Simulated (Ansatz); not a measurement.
An element in the sc structure gives these cold pressures by all-electron LAPW under PBE (Ansatz 0.2.0, scalar-relativistic, no spin polarisation).

| V (Å³/atom) | P (GPa) |
| --- | --- |
| 19.91 | 0.02 |
| 18.32 | 6.77 |
| 16.72 | 17.54 |
| 15.13 | 35.0 |
| 13.54 | 64.1 |
| 11.95 | 113.5 |
| 10.35 | 200.5 |
| 8.96 | 336.9 |

(1) Which element is it?

Results:

(1) Ge. Its zero-pressure volume in this structure is near 19.9 Å³/atom; the volume and the steepness of P(V) together point to it, though neighbours can come close. Neighbours weren't tried against these numbers.
